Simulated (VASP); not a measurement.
# KI (Fm-3m) in VASP: notebook, part 2 of 2

VASP 6.6.1.

## 3. Single point, HSE06

POSCAR

```
KI
1.0
    0.0000000000      3.5445661589      3.5445661589
    3.5445661589      0.0000000000      3.5445661589
    3.5445661589      3.5445661589      0.0000000000
K I
1 1
Direct
    0.0000000000      0.0000000000      0.0000000000
    0.5000000000      0.5000000000      0.5000000000
```

INCAR.step1

```
PREC     = Accurate       # precision mode
ENCUT    = 520            # plane-wave cutoff, eV
EDIFF    = 1E-5           # SCF threshold, eV
ISMEAR   = 0              # smearing method
SIGMA    = 0.01           # smearing width, eV
LREAL    = False          # projectors in reciprocal space
LASPH    = True           # aspherical terms in the spheres
NELM     = 60             # most SCF steps
ALGO     = Normal         # electronic algorithm
ISIF     = 2              # what is computed and relaxed
LWAVE    = True           # write WAVECAR
LCHARG   = False          # write CHGCAR
GGA      = PE             # functional
NBANDS   = 15             # bands
```

INCAR.step2

```
PREC     = Accurate       # precision mode
ENCUT    = 520            # plane-wave cutoff, eV
EDIFF    = 1E-6           # SCF threshold, eV
ISMEAR   = 0              # smearing method
SIGMA    = 0.01           # smearing width, eV
LREAL    = False          # projectors in reciprocal space
LASPH    = True           # aspherical terms in the spheres
NELM     = 60             # most SCF steps
ALGO     = Normal         # electronic algorithm
ISIF     = 2              # what is computed and relaxed
LWAVE    = False          # write WAVECAR
LCHARG   = False          # write CHGCAR
GGA      = PE             # functional
LHFCALC  = True           # exact exchange
HFSCREEN = 0.2079         # screening, 1/A
PRECFOCK = Normal       
ISTART   = 1            
NBANDS   = 15             # bands
```

KPOINTS

```
Automatic mesh
0
Gamma
  4 4 4
```

Potentials or basis: VASP PAW PBE potentials, release 64 (K_sv, I).

Command:

```bash
$ cat potpaw_PBE.64/K_sv/POTCAR potpaw_PBE.64/I/POTCAR > POTCAR
$ cp INCAR.step1 INCAR
$ mpirun -np 1 vasp_std > vasp.out
$ cp INCAR.step2 INCAR
$ mpirun -np 1 vasp_std > vasp.out
```

OUTCAR:

```text
PREC = Accurate
   ENCUT = 520
   EDIFF = 1E-6
   ISMEAR = 0
   LREAL = False
   LASPH = True
   NELM = 60
   ISIF = 2
   GGA = PE
   LHFCALC = True
   HFSCREEN = 0.2079
   PRECFOCK = Normal
   ISTART = 1

 ion  position               nearest neighbor table
   1  0.000  0.000  0.000-   2 3.54   2 3.54   2 3.54   2 3.54   2 3.54   2 3.54
   2  0.500  0.500  0.500-   1 3.54   1 3.54   1 3.54   1 3.54   1 3.54   1 3.54

  LATTYP: Found a face centered cubic cell.
 ALAT       =     7.0891323178

  Lattice vectors:

 A1 = (   0.0000000000,   3.5445661589,   3.5445661589)
 A2 = (   3.5445661589,   0.0000000000,   3.5445661589)
 A3 = (   3.5445661589,   3.5445661589,   0.0000000000)

Analysis of symmetry for initial positions (statically):
=====================================================================
 Subroutine PRICEL returns:
 Original cell was already a primitive cell.

 Routine SETGRP: Setting up the symmetry group for a
 face centered cubic supercell.

 Subroutine GETGRP returns: Found 48 space group operations
 (whereof 48 operations were pure point group operations)
 out of a pool of 48 trial point group operations.

The static configuration has the point symmetry O_h .

Analysis of symmetry for dynamics (positions and initial velocities):
=====================================================================
 Subroutine PRICEL returns:
 Original cell was already a primitive cell.

 Routine SETGRP: Setting up the symmetry group for a
 face centered cubic supercell.

 Subroutine GETGRP returns: Found 48 space group operations
 (whereof 48 operations were pure point group operations)
 out of a pool of 48 trial point group operations.

The dynamic configuration has the point symmetry O_h .

 Subroutine INISYM returns: Found 48 space group operations
 (whereof 48 operations are pure point group operations),
 and found     1 'primitive' translations

----------------------------------------------------------------------------------------

                                     Primitive cell
[... 112 lines left out ...]
   LRPA    =     F    only Hartree local field effects (RPA)
 non-spin polarized calculation
 Gauss-broadening in eV      SIGMA  =   0.01
  energy-cutoff  :      520.00
  volume of cell :       89.07
 maximum number of plane-waves:      2421
 NGX is ok and might be reduce to    40
  NGX = 28; NGY = 28; NGZ = 28

 number of electron      15.9999999 magnetization

 Free energy of the ion-electron system (eV)
  ---------------------------------------------------
  ext. energy  EPLUGINS =         0.00000000
  ---------------------------------------------------
  free energy    TOTEN  =        -6.40236213 eV

  energy without entropy =       -6.40236213  energy(sigma->0) =       -6.40236213

 E-fermi :  -1.0637     XC(G=0):  -6.0119

 val. band max:       -1.1955036153   @ k =   0.0000   0.0000   0.0000
 cond. band min:       3.7337581281   @ k =   0.0000   0.0000   0.0000
 fundamental gap:      4.9292617434
 Fermi energy:        -1.0637225093

 k-point     1 :       0.0000    0.0000    0.0000
  band No.  band energies     occupation
      1     -32.0410      2.00000
      2     -14.1729      2.00000
      3     -14.1729      2.00000
      4     -14.1729      2.00000
      5     -12.5709      2.00000
      6      -1.1955      2.00000
      7      -1.1955      2.00000
      8      -1.1955      2.00000
      9       3.7338      0.00000
     10       6.4505      0.00000
     11       6.4505      0.00000
     12       6.4505      0.00000
     13       7.2804      0.00000
     14       7.2804      0.00000
[... 113 lines left out ...]
      2     -14.2245      2.00000
      3     -14.2045      2.00000
      4     -14.2045      2.00000
      5     -12.3467      2.00000
      6      -1.9579      2.00000
      7      -1.9579      2.00000
      8      -1.8095      2.00000
      9       6.3382      0.00000
     10       6.3382      0.00000
     11       6.5373      0.00000
     12       8.2011      0.00000
     13       8.9261      0.00000
     14      10.0020      0.00000
     15      10.3712      0.00000

------------------------ aborting loop because EDIFF is reached ----------------------------------------

  FORCE on cell =-STRESS in cart. coord.  units (eV):
  Direction    XX          YY          ZZ          XY          YZ          ZX
  --------------------------------------------------------------------------------------
  -------------------------------------------------------------------------------------
  Total        0.1572465      0.1572465      0.1572465     -0.0000000      0.0000000     -0.0000000
  in kB        2.8286048      2.8286048      2.8286048     -0.0000000      0.0000000     -0.0000000
  external PRESSURE =       2.8286048 kB  Pullay stress =       0.0000000 kB

 VOLUME and BASIS-vectors are now :
 -----------------------------------------------------------------------------
  energy-cutoff  :      520.00
  volume of cell :       89.07
      direct lattice vectors                 reciprocal lattice vectors
     0.000000000  3.544566159  3.544566159    -0.141060987  0.141060987  0.141060987
     3.544566159  0.000000000  3.544566159     0.141060987 -0.141060987  0.141060987
     3.544566159  3.544566159  0.000000000     0.141060987  0.141060987 -0.141060987

 POSITION                                       TOTAL-FORCE (eV/Angst)
 -----------------------------------------------------------------------------------
      0.00000      0.00000      0.00000        -0.000000      0.000000      0.000000
      3.54457      3.54457      3.54457         0.000000     -0.000000     -0.000000
 -----------------------------------------------------------------------------------
    total drift:                                0.000000      0.000000      0.000000

  FREE ENERGIE OF THE ION-ELECTRON SYSTEM (eV)
  ---------------------------------------------------
  free  energy   TOTEN  =        -6.4023621267 eV

  energy  without entropy=       -6.4023621267  energy(sigma->0) =       -6.40236213
```

OUTCAR.step1:

```text
PREC = Accurate
   ENCUT = 520
   EDIFF = 1E-5
   ISMEAR = 0
   LREAL = False
[... 348 lines left out ...]
      0.00000      0.00000      0.00000        -0.000000     -0.000000     -0.000000
      3.54457      3.54457      3.54457         0.000000      0.000000      0.000000
 -----------------------------------------------------------------------------------
    total drift:                                0.000000     -0.000000     -0.000000

  FREE ENERGIE OF THE ION-ELECTRON SYSTEM (eV)
  ---------------------------------------------------
  free  energy   TOTEN  =        -5.5586586099 eV

  energy  without entropy=       -5.5586586099  energy(sigma->0) =       -5.55865861
```

OSZICAR.step1:

```text
N       E                     dE             d eps       ncg     rms          rms(c)
DAV:   1     0.920318605605E+02    0.92032E+02   -0.64312E+03   240   0.910E+02
DAV:   2    -0.126639627227E+00   -0.92159E+02   -0.85471E+02   296   0.214E+02
DAV:   3    -0.537505319521E+01   -0.52484E+01   -0.52209E+01   317   0.448E+01
DAV:   4    -0.563903993282E+01   -0.26399E+00   -0.26391E+00   436   0.919E+00
DAV:   5    -0.564129508965E+01   -0.22552E-02   -0.22551E-02   317   0.829E-01    0.300E+00
DAV:   6    -0.555690700051E+01    0.84388E-01   -0.96573E-02   317   0.178E+00    0.214E+00
DAV:   7    -0.555270206626E+01    0.42049E-02   -0.11308E-01   310   0.168E+00    0.785E-01
DAV:   8    -0.555801774554E+01   -0.53157E-02   -0.11667E-02   268   0.703E-01    0.133E-01
DAV:   9    -0.555847576057E+01   -0.45802E-03   -0.81783E-04   331   0.167E-01    0.789E-02
DAV:  10    -0.555861010204E+01   -0.13434E-03   -0.12732E-04   285   0.597E-02    0.212E-02
DAV:  11    -0.555865881258E+01   -0.48711E-04   -0.63315E-05   268   0.454E-02    0.188E-02
DAV:  12    -0.555865860989E+01    0.20269E-06   -0.24256E-06   246   0.123E-02
   1 F= -.55586586E+01 E0= -.55586586E+01  d E =-.948231E-94
```

Wall time 5.1 min (1 thread of AMD EPYC 9R45 (Zen 5), shared host); peak memory 0.32 GiB.

Results:

```yaml
Free_energy: -6.4024 eV
Pressure: 0.3 GPa
Band_gap_on_the_k_mesh: 4.93 eV
```

Levels at points of the mesh, in eV from the valence-band top:
```
           k point  band 6  band 7  band 8  band 9  band 10  band 11
(0.00, 0.00, 0.00)    0.00    0.00    0.00    4.93     7.65     7.65
(0.50, 0.00, 0.00)   -1.37   -0.34   -0.34    6.48     8.88     9.22
(0.50, 0.50, 0.00)   -1.05   -0.39   -0.39    5.95     6.81     9.46
```

Caveat: the PAW data sets were made with another functional, which shifts forces and pressure a little; spin-orbit coupling is left out, which moves the levels of the heavy elements.

## 4. Single point, PBE0

POSCAR is that of step 3.

INCAR.step1

```
SYSTEM = KI
ALGO = Normal
EDIFF = 1E-5
ENCUT = 520
GGA = PE
ISIF = 2
ISMEAR = 0
LASPH = .TRUE.
LREAL = .FALSE.
LWAVE = .TRUE.
NBANDS = 15
NELM = 80
PREC = Accurate
SIGMA = 0.01
```

INCAR.step2

```
SYSTEM = KI
AEXX = 0.25
ALGO = Normal
EDIFF = 1E-7
ENCUT = 520
GGA = PE
ISIF = 2
ISMEAR = 0
ISTART = 1
LASPH = .TRUE.
LCHARG = .TRUE.
LELF = .TRUE.
LHFCALC = .TRUE.
LREAL = .FALSE.
LVHAR = .TRUE.
LWAVE = .FALSE.
NBANDS = 15
NELM = 80
PREC = Accurate
PRECFOCK = Normal
SIGMA = 0.01
```

KPOINTS

```
k-points
0
G
  4 4 4
  0 0 0
```

Command:

```bash
$ cat potpaw_PBE.64/K_sv/POTCAR potpaw_PBE.64/I/POTCAR > POTCAR
$ cp INCAR.step1 INCAR
$ mpirun -np 1 vasp_std > vasp.out
$ cp INCAR.step2 INCAR
$ mpirun -np 1 vasp_std > vasp.out
```

Wall time 5.1 min (1 thread of AMD EPYC 9R45 (Zen 5), shared host); peak memory 0.22 GiB.

It converged, with:

```
Free energy            : -6.9177 eV
Pressure               : 0.2 GPa
Band gap on the k mesh : 5.64 eV
```

Levels at points of the mesh, in eV from the valence-band top:
| k point | band 4 | band 5 | band 6 | band 7 | band 8 | band 9 | band 10 | band 11 | band 12 | band 13 |
| --- | --- | --- | --- | --- | --- | --- | --- | --- | --- | --- |
| (0.00, 0.00, 0.00) | -13.01 | -11.41 | 0.00 | 0.00 | 0.00 | 5.64 | 8.39 | 8.39 | 8.39 | 9.23 |
| (0.50, 0.00, 0.00) | -13.01 | -11.11 | -1.40 | -0.35 | -0.35 | 7.20 | 9.63 | 9.97 | 9.97 | 10.88 |
| (0.50, 0.50, 0.00) | -13.03 | -11.25 | -1.08 | -0.40 | -0.40 | 6.68 | 7.55 | 10.23 | 10.59 | 10.91 |

Caveat: the PAW data sets were made with another functional, which shifts forces and pressure a little; spin-orbit coupling is left out, which moves the levels of the heavy elements.

## 5. Single point, HF

POSCAR is that of step 4.

INCAR.step1, as its differences from that of step 4:

```diff
@@ -8,2 +8,3 @@
 LASPH = .TRUE.
+LCHARG = .FALSE.
 LREAL = .FALSE.
@@ -11,3 +12,3 @@
 NBANDS = 15
-NELM = 80
+NELM = 100
 PREC = Accurate
```

INCAR.step2

```
SYSTEM = KI
AEXX = 1.0
AGGAC = 0.0
ALDAC = 0.0
ALGO = Normal
EDIFF = 1E-7
ENCUT = 520
GGA = PE
ISIF = 2
ISMEAR = 0
ISTART = 1
LASPH = .TRUE.
LCHARG = .FALSE.
LHFCALC = .TRUE.
LREAL = .FALSE.
LWAVE = .FALSE.
NBANDS = 15
NELM = 100
PREC = Accurate
PRECFOCK = Normal
SIGMA = 0.01
```

KPOINTS is that of step 4.

Command:

```bash
$ cat potpaw_PBE.64/K_sv/POTCAR potpaw_PBE.64/I/POTCAR > POTCAR
$ cp INCAR.step1 INCAR
$ mpirun -np 1 vasp_std > vasp.out
$ cp INCAR.step2 INCAR
$ mpirun -np 1 vasp_std > vasp.out
```

It took 7 min on 1 thread of AMD EPYC 9R45 (Zen 5), shared host; peak memory 0.22 GiB.

The run converged. Its results:

```yaml
Free_energy: -10.3570 eV
Pressure: 1.6 GPa
Band_gap_on_the_k_mesh: 10.92 eV
```

Levels at points of the mesh, in eV from the valence-band top:
| k point | band 5 | band 6 | band 7 | band 8 | band 9 | band 10 | band 11 | band 12 |
| --- | --- | --- | --- | --- | --- | --- | --- | --- |
| (0.00, 0.00, 0.00) | -13.99 | 0.00 | 0.00 | 0.00 | 10.92 | 13.99 | 13.99 | 13.99 |
| (0.50, 0.00, 0.00) | -13.56 | -1.65 | -0.40 | -0.40 | 12.38 | 15.39 | 15.54 | 15.54 |
| (0.50, 0.50, 0.00) | -13.75 | -1.32 | -0.49 | -0.49 | 11.87 | 13.04 | 16.20 | 16.63 |

Caveat: the PAW data sets were made with another functional, which shifts forces and pressure a little; spin-orbit coupling is left out, which moves the levels of the heavy elements.

## 6. Summary

| level | spin | k mesh | grid for exact exchange (PRECFOCK) | share of exact exchange | screening parameter | gap on the mesh (eV) | pressure (GPa) |
| --- | --- | --- | --- | --- | --- | --- | --- |
| PBE | non-collinear, zero start, SOC | 6 × 6 × 6 | - | - | - | - | 0.5 |
| HSE06 | off | 4 × 4 × 4 | Normal | 0.25 | 0.2079 1/Å | 4.93 | 0.3 |
| PBE0 | off | 4 × 4 × 4 | Normal | 0.25 | - | 5.64 | 0.2 |
| HF | off | 4 × 4 × 4 | Normal | 1 | - | 10.92 | 1.6 |

Alike in all rows: task single point; potentials or basis VASP PAW PBE potentials, release 64 (K_sv, I); cell as given; cutoff (eV) 520; smearing gaussian 0.01 eV.

On the cell as given the gap runs from 4.93 eV (HSE06) to 10.92 eV (HF). The pressure there spans 0.2 GPa (PBE0) to 1.6 GPa (HF); a positive pressure means that this level wants a larger cell, a negative one a smaller.

Caveats: the PAW data sets were made with another functional, which shifts forces and pressure a little (at least some runs); spin-orbit coupling is left out, which moves the levels of the heavy elements (at least some runs).

Absolute energies hang on the potentials; compare differences alone.

## 7. Against experiment

Step 3. A measured gap of KI is 6.32 eV (a printed reference work, monograph); the calculated 4.93 eV misses it by -1.39 eV. Spin-orbit coupling on I is left out. The value is that of HSE06, without temperature or zero-point motion.

Step 4. A measured gap of KI is 6.32 eV (a printed reference work, monograph); the calculated 5.64 eV misses it by -0.68 eV. Spin-orbit coupling on I is left out. The value is that of PBE0, without temperature or zero-point motion.
